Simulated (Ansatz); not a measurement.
## HfN: strain energy, fitted

HfN, P6_3/mmc, a = 3.128 Å, c = 5.391 Å. This isn't the usual stable structure of the compound. Ansatz: PBEsol, PAW, 420 eV, Γ-centred 18×18×10 mesh on 4 atoms, Gaussian smearing 0.10 eV; no spin polarisation. Series: uniaxial strain along c, with a, b and atoms relaxed; x is the strain in per cent. y is the free energy over the unstrained cell, V0 = 11.418 Å³/atom.

| x (%) | y (meV/atom) |
| --- | --- |
| -6.0 | ? |
| -4.0 | 31.98 |
| -2.0 | 7.78 |
| 0.0 | 0.00 |
| 2.0 | 7.01 |
| 4.0 | 27.48 |

Problem. Fit y = c2 x² + c3 x³ to the other rows, turn c2 into a modulus, and predict the missing energy.

Solution. Least squares on the rows shown. y = 1.8576 x² − 0.035356 x³. In eV per unit strain² c2 is 18.58; this is Young's modulus along the axis (E = ½ Y V0 ε²): 2 × 18.58 × 160.2 / (11.418) = 521 GPa. At x = -6.0 the fit asked for gives 74.51 meV/atom. The run gave 74.62 meV/atom, so the fit is 0.11 meV/atom too low, within twice the rms miss on the fitted rows (0.08 meV/atom). The form still works here, 25 % of the fitted range beyond its end.

Spin–orbit coupling is left out, which can shift energies with elements as heavy as these.

Cost: 6 runs of about 19 core-minutes in all, on Arm Neoverse V2 (shared hosts).